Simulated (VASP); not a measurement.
Input of a VASP 6.6.1 run:

The input INCAR:

```
ALGO = Fast
DIPOL = 0.5 0.5 0.500
EDIFF = 1E-6
ENCUT = 520
GGA = PS
IDIPOL = 3
ISIF = 2
ISMEAR = 0
LASPH = T
LCHARG = F
LDIPOL = T
LREAL = F
LWAVE = F
NBANDS = 50
NELM = 100
PREC = Accurate
SIGMA = 0.1
```

The input KPOINTS:

```
k-points
0
Gamma
  12 12 1
```

POSCAR

```
Zr5N4
1.0
    3.2188796042      0.0000000000      0.0000000000
   -1.6094398021      2.7876315090      0.0000000000
    0.0000000000      0.0000000000     25.5128167650
Zr N
5 4
Direct
    0.6666666667      0.3333333333      0.2939698924
    0.3333333333      0.6666666667      0.3969849462
    0.0000000000      0.0000000000      0.5000000000
    0.6666666667      0.3333333333      0.6030150538
    0.3333333333      0.6666666667      0.7060301076
    0.0000000000      0.0000000000      0.3454774193
    0.6666666667      0.3333333333      0.4484924731
    0.3333333333      0.6666666667      0.5515075269
    0.0000000000      0.0000000000      0.6545225807
```

Potentials or basis: VASP PAW PBE potentials, release 64 (Zr_sv, N).

Launch:

```sh
$ cat potpaw_PBE.64/Zr_sv/POTCAR potpaw_PBE.64/N/POTCAR > POTCAR
$ mpirun -np 1 vasp_std > vasp.out
```

Task: What does it give for the band gap on the k mesh?

Result: None (metal or under the smearing width).

Task: Predict the largest force.

Result: 0.707 eV/Å.

Forces in eV/Å, atoms in the order of the input:
```
Zr   0.000  0.000  0.707
Zr   0.000  0.000 -0.699
Zr   0.000  0.000  0.000
Zr   0.000  0.000  0.699
Zr   0.000  0.000 -0.707
N    0.000  0.000 -0.201
N    0.000  0.000 -0.049
N    0.000  0.000  0.049
N    0.000  0.000  0.201
```

Caveat: the PAW data sets were made with another functional, which shifts forces and pressure a little.
